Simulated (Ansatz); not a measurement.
Crystal: PtS2.

```
Pt S
1.0
     3.54320    0.00000    0.00000
    -1.77160    3.06850    0.00000
     0.00000    0.00000    5.03880
Pt S
1 2
Direct
  0.00000 0.00000 0.00000
  0.66667 0.33333 0.77300
  0.33333 0.66667 0.22700
```

- Program: Ansatz 0.2.0
- Task: relaxation of cell and atoms
- Functional: PBE
- Dispersion: D4
- Potentials or basis: Ansatz PAW
- Cutoff: 420 eV (not typed: the program's choice for these potentials)
- k mesh: 9 × 9 × 5
- Occupations: fermi-dirac, width 0.05 eV
- Spin: no spin polarisation

At the start: volume 18.26 Å³/atom.

Task: How do energy, volume and symmetry change on relaxing?

Result: It ends after 7 steps and the volume is 17.36 Å³/atom (-4.9 %); space group P-3m1 (No. 164, to 0.05 Å).

Step by step:
| step | energy change (eV) | largest force (eV/Å) | volume (Å³) |
| --- | --- | --- | --- |
| 1 | 0.0000 | 1.2945 | 54.78 |
| 2 | -0.1200 | 0.2494 | 52.17 |
| 3 | -0.1373 | 0.0454 | 53.21 |
| 4 | -0.1393 | 0.0071 | 52.66 |
| 5 | -0.1402 | 0.0130 | 52.02 |
| 6 | -0.1402 | 0.0001 | 52.08 |
| 7 | -0.1397 | 0.0001 | 52.08 |

Final structure:
```cif
data_structure
_symmetry_space_group_name_H-M 'P 1'
_symmetry_Int_Tables_number 1
_cell_length_a 3.5840
_cell_length_b 3.5840
_cell_length_c 4.6817
_cell_angle_alpha 90.000
_cell_angle_beta 90.000
_cell_angle_gamma 120.000
_cell_volume 52.08
loop_
_atom_site_label
_atom_site_type_symbol
_atom_site_fract_x
_atom_site_fract_y
_atom_site_fract_z
_atom_site_occupancy
Pt1 Pt 0.00000 0.00000 0.00000 1
S1 S 0.66667 0.33333 0.74206 1
S2 S 0.33333 0.66667 0.25794 1
```

Caveat: the plane-wave basis is chosen anew once the cell has moved, so the energies of steps on either side of that aren't comparable; pairwise dispersion overbinds metals, which lowers pressure and volume.
